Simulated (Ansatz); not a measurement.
**Relaxing Ir**

Level of theory: DFT PBE, scalar-relativistic, plane waves, PAW (Ansatz). Cutoff 420 eV, Γ-centred k mesh, Gaussian smearing, no spin polarisation in the final step.

The start puts Ir on the graphite structure type (P6_3/mmc, No. 194), at a guessed volume.

```
Ir
1.0
     2.96859    0.00000    0.00000
    -1.48429    2.57087    0.00000
     0.00000    0.00000    8.08518
Ir
4
Direct
  0.00000 0.00000 0.25000
  0.00000 0.00000 0.75000
  0.33333 0.66667 0.75000
  0.66667 0.33333 0.25000
```

Cell and atoms relax at zero pressure; the relaxation can't lower the symmetry of the start. After a coarse first stage the cell is made exact in the group found at 0.06 Å.

Energies count from the standard state of Ir at the same level.

(1) What does it relax into?

(2) What are its volume, energy, density and gap?

Results:

(1) It keeps P6_3/mmc (No. 194), but not the shape of the type it started on. Conventional cell: a = 4.269 Å, c = 4.894 Å. Ir on Wyckoff site b (2 atoms of the primitive cell) has 5 Ir at 2.45–2.46 Å; Ir on Wyckoff site d (2 atoms of the primitive cell) has 3 Ir at 2.46 Å.

```xyz
4
Lattice="4.2695 0.0000 0.0000 -2.1347 3.6975 0.0000 0.0000 0.0000 4.8943" Properties=species:S:1:pos:R:3 pbc="T T T"
Ir    0.0000    0.0000    1.2236
Ir    0.0000    0.0000    3.6707
Ir    0.0000    2.4650    3.6707
Ir    2.1347    1.2325    1.2236
```

(2) The volume per atom is 19.32 Å³, the density is 16.52 g/cm³ and the energy over the standard structure is 1.48 eV/atom. The gap on the 12×12×10 mesh is 0 eV (a metal).

The final run used a 12×12×10 mesh on its 4-atom cell and 0.10 eV smearing. For metals, differences of a few meV/atom aren't resolved. Spin–orbit coupling is left out. Symmetry constrained the relaxation, so the result can be a saddle point. The steps took of the order of 3 core-minutes in all.

This form isn't the element's structure at ambient conditions.